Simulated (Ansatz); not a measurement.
# SiO2: the cost of one run

Computed with Ansatz 0.2.0 (DFT, PBE, plane-wave PAW, default files, scalar-relativistic, as far as a step names no other, unless a step's input says otherwise).

1 further run of the same task is left out (it didn't finish).

## 1. The system as given

It takes space group P4_32_12 (No. 96, tetragonal). The conventional cell has a = 4.933 Å, b = 4.933 Å, c = 6.465 Å, α = 90.00°, β = 90.00°, γ = 90.00°. Around Si (site symmetry 2) lie 4 O at 1.62 Å. Around O (site symmetry 1) lie 2 Si at 1.62 Å.

Coordinates:

```cif
data_structure
_symmetry_space_group_name_H-M 'P 1'
_symmetry_Int_Tables_number 1
_cell_length_a 4.9329
_cell_length_b 4.9329
_cell_length_c 6.4645
_cell_angle_alpha 90.000
_cell_angle_beta 90.000
_cell_angle_gamma 90.000
_cell_volume 157.30
loop_
_atom_site_label
_atom_site_type_symbol
_atom_site_fract_x
_atom_site_fract_y
_atom_site_fract_z
_atom_site_occupancy
Si1 Si 0.81771 0.81771 0.50000 1
Si2 Si 0.68229 0.31771 0.25000 1
Si3 Si 0.18230 0.18230 0.00000 1
Si4 Si 0.31771 0.68229 0.75000 1
O1 O 0.26834 0.36457 0.80193 1
O2 O 0.13543 0.76834 0.55193 1
O3 O 0.73166 0.63543 0.30193 1
O4 O 0.86457 0.23166 0.05193 1
O5 O 0.76834 0.13543 0.44807 1
O6 O 0.63543 0.73166 0.69807 1
O7 O 0.23166 0.86457 0.94807 1
O8 O 0.36457 0.26834 0.19807 1
```

## 2. First run, atoms as given

input.yaml reads:

```yaml
crystal:
  lattice:
    - [4.9329, 0.0, 0.0]
    - [0.0, 4.9329, 0.0]
    - [0.0, 0.0, 6.4645]
  atoms:
    - { symbol: Si, position: [0.817705, 0.817705, 0.5] }
    - { symbol: Si, position: [0.682295, 0.317705, 0.25] }
    - { symbol: Si, position: [0.182295, 0.182295, 0.0] }
    - { symbol: Si, position: [0.317705, 0.682295, 0.75] }
    - { symbol: O, position: [0.26834, 0.36457, 0.80193] }
    - { symbol: O, position: [0.13543, 0.76834, 0.55193] }
    - { symbol: O, position: [0.73166, 0.63543, 0.30193] }
    - { symbol: O, position: [0.86457, 0.23166, 0.05193] }
    - { symbol: O, position: [0.76834, 0.13543, 0.44807] }
    - { symbol: O, position: [0.63543, 0.73166, 0.69807] }
    - { symbol: O, position: [0.23166, 0.86457, 0.94807] }
    - { symbol: O, position: [0.36457, 0.26834, 0.19807] }
kpoints:
  mp_grid: { grid: [4, 4, 3] }
scf:
  occupations: { method: fermi_dirac, width: 0.02 }
hamiltonian:
  xc: pbe
  pseudopotentials: { kind: paw }
output:
  forces: true
  stress: true
  populations: true
  efg: { quadrupole_moments_barn: { O: -0.02558 }, contact_densities: true }
```

Run with:

```
> ansatz run input.yaml --threads 1 --pin off --max-ram 2560MiB --backend cpu --events-out ev --progress --plain --runs-dir out
```

What time and memory should one allow on 1 thread of Intel Xeon Platinum 8259CL at 2.50GHz (Skylake/Cascade Lake), shared host?

About 9.7 s, with a peak of 0.51 GiB.
